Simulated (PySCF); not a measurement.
## C2H4O2: calculation against experiment

**The experiment to reproduce.**

NIST CCCBDB Release 22 (SRD 101), experimental polarizabilities lists, for the gas: mean polarisability 5.149 Å³.

The runs below try to reproduce these values; the comparison stands at the end.

Compound: C2H4O2.
Atom-mapped SMILES: `[CH3:1][C:2](=[O:3])[OH:4]` (hydrogens: H5, H6, H7 on C1; H8 on O4)

Cartesian coordinates in Å at the PBE0-D3(BJ)/def2-SVP level; atoms count from 1:
```
atom  x, y, z in Å
C1    -0.9158   -0.0871   -0.2793
C2     0.4752    0.3288    0.0938
O3     0.9207    1.4426    0.0218
O4     1.2054   -0.7112    0.5274
H5    -1.3938   -0.6055    0.5642
H6    -1.4989    0.7943   -0.5664
H7    -0.8757   -0.7996   -1.1168
H8     2.0826   -0.3558    0.7380
```

Runs made with PySCF (gas phase, on this PBE0-D3(BJ)/def2-SVP geometry; no spin–orbit coupling):

```
            level                                                               job  basis functions
wB97X-D/def2-SVPD  6 singlets by full TDDFT, polarisability, dynamic polarisability              118
```

## Comparison

**Mean polarisability.** Measured: 5.149 Å³ (NIST CCCBDB Release 22 (SRD 101), experimental polarizabilities).

```csv
level,computed (Å³),computed − measured (Å³),% (from the printed values)
wB97X-D/def2-SVPD,4.948,-0.201,-4
```

The computed values are static and purely electronic, with core orbitals frozen in the response (1 au = 0.148185 Å³). The table of measured values doesn't say here whether a value is static or optical, or holds a vibrational part. The measurement averages over conformers, the calculation has one.

The geometry is computed, not the measured one. Where a level misses, the cause wasn't examined.
